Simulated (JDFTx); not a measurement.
Crystal: TaS2.

```xyz
3
Lattice="3.3500 0.0000 0.0000 -1.6750 2.9012 0.0000 0.0000 0.0000 5.8600" Properties=species:S:1:pos:R:3 pbc="T T T"
Ta    0.0000    0.0000    0.0000
S     1.6750    0.9671    4.3950
S     0.0000    1.9341    1.4650
```

```yaml
Program: JDFTx 1.7.0 (patched build)
Task: relaxation of cell and atoms
Functional: PBEsol
Potentials_or_basis: PseudoDojo-SR-PBEsol-0.4.1-standard
Cutoff: 789 eV
Density_cutoff: 6313 eV
k_mesh: 9 × 9 × 5
Occupations: fermi-dirac, width 0.05 eV
Spin: no spin polarisation
```

At the start: pressure 4.3 GPa; volume 18.98 Å³/atom.

Task: How do energy, volume and symmetry change on relaxing?

Result: Over 10 steps the energy falls by 21.2 meV/atom and the volume is 18.87 Å³/atom (-0.6 %); space group P-3m1 (No. 164, to 0.05 Å).

Step by step:
```
step  energy change (eV)  largest force (eV/Å)  pressure (GPa)  volume (Å³)
   1              0.0000                0.9728            4.29        56.95
   2             -0.0228                0.7401            2.88        57.13
   3             -0.0543                0.2129           -0.05        57.39
   4             -0.0591                0.0810           -0.52        57.27
   5             -0.0618                0.0497           -0.33        57.01
   6             -0.0632                0.0764            0.42        56.57
   7             -0.0634                0.0420           -0.12        56.56
   8             -0.0635                0.0143           -0.04        56.60
   9             -0.0635                0.0039           -0.01        56.62
  10             -0.0635                0.0017            0.00        56.62
```

Final structure:
```
Ta S
1.0
     3.31980    0.00000    0.00000
    -1.65990    2.87503    0.00000
     0.00000    0.00000    5.93234
Ta S
1 2
Direct
  0.00000 0.00000 0.00000
  0.66667 0.33333 0.74065
  0.33333 0.66667 0.25936
```

Caveat: this functional lacks dispersion, which binds the layers, so the pressure and a relaxed spacing across them are unreliable.
